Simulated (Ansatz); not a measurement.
Input of an Ansatz 0.2.0 run:

The input input.yaml:

```yaml
crystal:
  lattice:
    - [0.0, 2.703, 2.703]
    - [2.703, 0.0, 2.703]
    - [2.703, 2.703, 0.0]
  atoms:
    - { symbol: Ni, position: [0.0, 0.0, 0.0], spin: 0.2 }
    - { symbol: Si, position: [0.75, 0.75, 0.75] }
    - { symbol: Si, position: [0.25, 0.25, 0.25] }
hamiltonian:
  xc: pbe
  pseudopotentials: { kind: paw }
magnetization:
  spin_polarized: true
  initial_magnetization: 0.2
  spin_locking: { lock_magnetization: hard }
kpoints:
  mp_grid: { grid: [7, 7, 7] }
scf:
  occupations: { method: fermi_dirac, width: 0.05 }
  lower_state_search: "off"
output:
  forces: true
  stress: true
  eigenvalues: true
```

Potentials or basis: Ansatz PAW.

Run with:

```console
$ ansatz run input.yaml --threads 2 --pin off --max-ram 5632MiB --backend cpu --events-out ev --progress --plain --runs-dir out
```

Question: Estimate the pressure.

Answer: 3.1 GPa.

Caveat: the total moment is fixed, so each spin has its own Fermi level; the thresholds are loose for stress.
